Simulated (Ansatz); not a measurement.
The reference is GeTe (space group R3m, No. 160; a = 4.162 Å, c = 10.464 Å (hexagonal axes)).

Level of theory: PBEsol (Ansatz, a first-principles code; PAW; 420 eV plane waves; no spin-orbit coupling), earlier PAW set.

Base values:

| Property | Value |
|---|---|
| Pressure | 0.00 GPa |

One thing is altered: the cell is scaled by 0.9877 in all directions; the atoms relax in the strained cell.

Q: Predict the new pressure and energy relative to the base.

A: The pressure (mean of the normal stresses, compression positive) goes from zero to 1.90 GPa; the energy increases by 5.4 meV/atom.

No phonon test of stability was made.
